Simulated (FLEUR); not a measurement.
# KI (Fm-3m) in FLEUR: notebook, part 2 of 2

FLEUR MaX-R8.1 (later development tree). The steps go on from the part before.

**3. Equation of state, r2SCAN, 41.45 Å³/atom (volume scaled by 0.94)**

Changes to inp.xml since step 2:

```diff
@@ -27,3 +27,3 @@
       <xi:include xmlns:xi="http://www.w3.org/2001/XInclude" href="sym.xml"> </xi:include>
-      <bulkLattice scale="1.0">
+      <bulkLattice scale="0.9795861087">
          <bravaisMatrix>
```

Potentials or basis: all-electron, FLAPW.

Started as:

```
inpgen -f crystal.txt -profile fastHighL
# inp.xml edited to the form shown
fleur_MPI
```

The log of the run:

```text
Welcome to FLEUR        (www.flapw.de)
      MaX-Release 8.1          (www.max-centre.eu)
 func_ids         498         497         498         497
 MetaGGA potential functional detected - V_tau will be computed
 Auxiliary Potential for radial basis: exchange=         117  correlation=         130
The functional 'Re-regularized SCAN exchange by Furness et al' is an exchange functional, it belongs to the 'MGGA' family and is defined in the reference(s):
[1] J. W. Furness, A. D. Kaplan, J. Ning, J. P. Perdew, and J. Sun.,  J. Phys. Chem. Lett. 11, 8208-8215 (2020)
[2] J. W. Furness, A. D. Kaplan, J. Ning, J. P. Perdew, and J. Sun.,  J. Phys. Chem. Lett. 11, 9248-9248 (2020)
The functional 'Re-regularized SCAN correlation by Furness et al' is a correlation functional, it belongs to the 'MGGA' family and is defined in the reference(s):
[1] J. W. Furness, A. D. Kaplan, J. Ning, J. P. Perdew, and J. Sun.,  J. Phys. Chem. Lett. 11, 8208-8215 (2020)
[2] J. W. Furness, A. D. Kaplan, J. Ning, J. P. Perdew, and J. Sun.,  J. Phys. Chem. Lett. 11, 9248-9248 (2020)
 Using same functional for VXC and EXC

 ========== k-point set info ==========
 Selected k-point list: default-1
 k-point list type: mesh
 7 x 7 x 7
 Number of k points: 20

[... 16 lines left out ...]
 Using auxiliary GGA potential for the first iteration of MetaGGA calculation.
 Reset of history
 Reset of history
 Iteration:     1   Distance:      16.63433533 me/bohr^3
The functional 'Hammer, Hansen, and Norskov' is an exchange functional, it belongs to the 'GGA' family and is defined in the reference(s):
[1] B. Hammer, L. B. Hansen, and J. K. Nørskov.,  Phys. Rev. B 59, 7413 (1999)
The functional 'Perdew, Burke & Ernzerhof' is a correlation functional, it belongs to the 'GGA' family and is defined in the reference(s):
[1] J. P. Perdew, K. Burke, and M. Ernzerhof.,  Phys. Rev. Lett. 77, 3865 (1996)
[2] J. P. Perdew, K. Burke, and M. Ernzerhof.,  Phys. Rev. Lett. 78, 1396 (1997)
 Using same functional for VXC and EXC
 Iteration:     2   Distance:      15.68401060 me/bohr^3
The functional 'Hammer, Hansen, and Norskov' is an exchange functional, it belongs to the 'GGA' family and is defined in the reference(s):
[1] B. Hammer, L. B. Hansen, and J. K. Nørskov.,  Phys. Rev. B 59, 7413 (1999)
The functional 'Perdew, Burke & Ernzerhof' is a correlation functional, it belongs to the 'GGA' family and is defined in the reference(s):
[1] J. P. Perdew, K. Burke, and M. Ernzerhof.,  Phys. Rev. Lett. 77, 3865 (1996)
[2] J. P. Perdew, K. Burke, and M. Ernzerhof.,  Phys. Rev. Lett. 78, 1396 (1997)
 Using same functional for VXC and EXC
 Iteration:     3   Distance:      14.87741895 me/bohr^3
The functional 'Hammer, Hansen, and Norskov' is an exchange functional, it belongs to the 'GGA' family and is defined in the reference(s):
[1] B. Hammer, L. B. Hansen, and J. K. Nørskov.,  Phys. Rev. B 59, 7413 (1999)
[... 96 lines left out ...]
The functional 'Hammer, Hansen, and Norskov' is an exchange functional, it belongs to the 'GGA' family and is defined in the reference(s):
[1] B. Hammer, L. B. Hansen, and J. K. Nørskov.,  Phys. Rev. B 59, 7413 (1999)
The functional 'Perdew, Burke & Ernzerhof' is a correlation functional, it belongs to the 'GGA' family and is defined in the reference(s):
[1] J. P. Perdew, K. Burke, and M. Ernzerhof.,  Phys. Rev. Lett. 77, 3865 (1996)
[2] J. P. Perdew, K. Burke, and M. Ernzerhof.,  Phys. Rev. Lett. 78, 1396 (1997)
 Using same functional for VXC and EXC
 Iteration:    18   Distance:       0.00001882 me/bohr^3
The functional 'Hammer, Hansen, and Norskov' is an exchange functional, it belongs to the 'GGA' family and is defined in the reference(s):
[1] B. Hammer, L. B. Hansen, and J. K. Nørskov.,  Phys. Rev. B 59, 7413 (1999)
The functional 'Perdew, Burke & Ernzerhof' is a correlation functional, it belongs to the 'GGA' family and is defined in the reference(s):
[1] J. P. Perdew, K. Burke, and M. Ernzerhof.,  Phys. Rev. Lett. 77, 3865 (1996)
[2] J. P. Perdew, K. Burke, and M. Ernzerhof.,  Phys. Rev. Lett. 78, 1396 (1997)
 Using same functional for VXC and EXC
 Iteration:    19   Distance:       0.00000960 me/bohr^3

 ********************************************************************
 Run finished successfully
 Stop message:
   all done
 ********************************************************************
```

Run time: 95 s. Hardware: 1 thread of Arm Neoverse V1, shared host; peak memory 0.1 GiB.

Results:

```yaml
Free_energy: -210110.0361 eV
Band_gap_on_the_k_mesh: 4.66 eV, direct
Valence_electrons_inside_the_program's_atomic_spheres: I 21.19; K 7.84 (radii I 2.66, K 2.66 bohr)
```

Caveat: the meta-GGA is that of a development version, with a GGA for the radial functions and cores and without core tails; spin-orbit coupling is left out, which moves the levels of the heavy elements.

**4. Equation of state, r2SCAN, 42.33 Å³/atom (volume scaled by 0.96)**

Changes to inp.xml since step 3:

```diff
@@ -27,3 +27,3 @@
       <xi:include xmlns:xi="http://www.w3.org/2001/XInclude" href="sym.xml"> </xi:include>
-      <bulkLattice scale="0.9795861087">
+      <bulkLattice scale="0.9864848297">
          <bravaisMatrix>
```

Started as:

```
inpgen -f crystal.txt -profile fastHighL
# inp.xml edited to the form shown
fleur_MPI
```

Run time: 98 s. Hardware: 1 thread of Arm Neoverse V1, shared host; peak memory 0.1 GiB.

Results (log left out):

| Property | Result |
| --- | --- |
| Free energy | -210110.0467 eV |
| Band gap on the k mesh | 4.58 eV, direct |
| Valence electrons inside the program's atomic spheres | I 21.18; K 7.84 (radii I 2.66, K 2.66 bohr) |

Caveat: the meta-GGA is that of a development version, with a GGA for the radial functions and cores and without core tails; spin-orbit coupling is left out, which moves the levels of the heavy elements; an odd mesh through Γ misses points on the zone boundary, where band edges often lie.

**5. Equation of state, r2SCAN, 44.09 Å³/atom**

Changes to inp.xml since step 4:

```diff
@@ -27,3 +27,3 @@
       <xi:include xmlns:xi="http://www.w3.org/2001/XInclude" href="sym.xml"> </xi:include>
-      <bulkLattice scale="0.9864848297">
+      <bulkLattice scale="1.0000000000">
          <bravaisMatrix>
```

Started as:

```
inpgen -f crystal.txt -profile fastHighL
# inp.xml edited to the form shown
fleur_MPI
```

It took 1.8 min on 1 thread of Arm Neoverse V1, shared host; peak memory 0.1 GiB.

The run converged. Its results:

```
Free energy                                           : -210110.0527 eV
Band gap on the k mesh                                : 4.40 eV, direct
Valence electrons inside the program's atomic spheres : I 21.17; K 7.83 (radii I 2.66, K 2.66 bohr)
```

Caveat: the meta-GGA is that of a development version, with a GGA for the radial functions and cores and without core tails; spin-orbit coupling is left out, which moves the levels of the heavy elements; an odd mesh through Γ misses points on the zone boundary, where band edges often lie.

**6. Equation of state, r2SCAN, 45.85 Å³/atom (volume scaled by 1.04)**

Changes to inp.xml since step 5:

```diff
@@ -27,3 +27,3 @@
       <xi:include xmlns:xi="http://www.w3.org/2001/XInclude" href="sym.xml"> </xi:include>
-      <bulkLattice scale="1.0000000000">
+      <bulkLattice scale="1.0131594038">
          <bravaisMatrix>
```

Potentials or basis: all-electron, FLAPW.

Started as:

```
inpgen -f crystal.txt -profile fastHighL
# inp.xml edited to the form shown
fleur_MPI
```

Run time: 1.8 min. Hardware: 1 thread of Arm Neoverse V1, shared host; peak memory 0.1 GiB.

The run converged. Its results:

| Property | Result |
| --- | --- |
| Free energy | -210110.0527 eV |
| Band gap on the k mesh | 4.29 eV, direct |
| Valence electrons inside the program's atomic spheres | I 21.17; K 7.82 (radii I 2.66, K 2.66 bohr) |

Caveat: the meta-GGA is that of a development version, with a GGA for the radial functions and cores and without core tails; spin-orbit coupling is left out, which moves the levels of the heavy elements; an odd mesh through Γ misses points on the zone boundary, where band edges often lie.

**7. Equation of state, r2SCAN, 46.74 Å³/atom (volume scaled by 1.06)**

Changes to inp.xml since step 6:

```diff
@@ -27,3 +27,3 @@
       <xi:include xmlns:xi="http://www.w3.org/2001/XInclude" href="sym.xml"> </xi:include>
-      <bulkLattice scale="1.0131594038">
+      <bulkLattice scale="1.0196128224">
          <bravaisMatrix>
```

Started as:

```
inpgen -f crystal.txt -profile fastHighL
# inp.xml edited to the form shown
fleur_MPI
```

Run time: 2.3 min. Hardware: 1 thread of Arm Neoverse V1, shared host; peak memory 0.1 GiB.

The run converged. Its results:

```
Free energy                                           : -210110.0360 eV
Band gap on the k mesh                                : 4.15 eV, direct
Valence electrons inside the program's atomic spheres : I 21.16; K 7.82 (radii I 2.66, K 2.66 bohr)
```

Caveat: the meta-GGA is that of a development version, with a GGA for the radial functions and cores and without core tails; spin-orbit coupling is left out, which moves the levels of the heavy elements; an odd mesh through Γ misses points on the zone boundary, where band edges often lie.

**8. Equation of state, r2SCAN**

No new run: the results of the series are fitted here.

Results:

- Equilibrium volume: 44.54 Å³/atom (rough: see the caveat)
- Bulk modulus: 23 GPa (rough)

Energy against volume, from the lowest point:
```tsv
volume (Å³/atom)	energy (meV/atom)
41.445	8.34
42.327	3.02
44.091	0.03
45.854	0.00
46.736	8.35
```

Caveat: the fit is doubtful: noisy points or a state that changes with volume; the meta-GGA is that of a development version, with a GGA for the radial functions and cores and without core tails. The run has no spin-orbit coupling, so splittings on I are missing.

**9. How close it comes**

Step 2. A measured gap of KI is 6.32 eV (a printed reference work, monograph); the calculated 4.40 eV misses it by -1.92 eV. Spin-orbit coupling on I is left out. The value is that of r2SCAN, without temperature or zero-point motion.
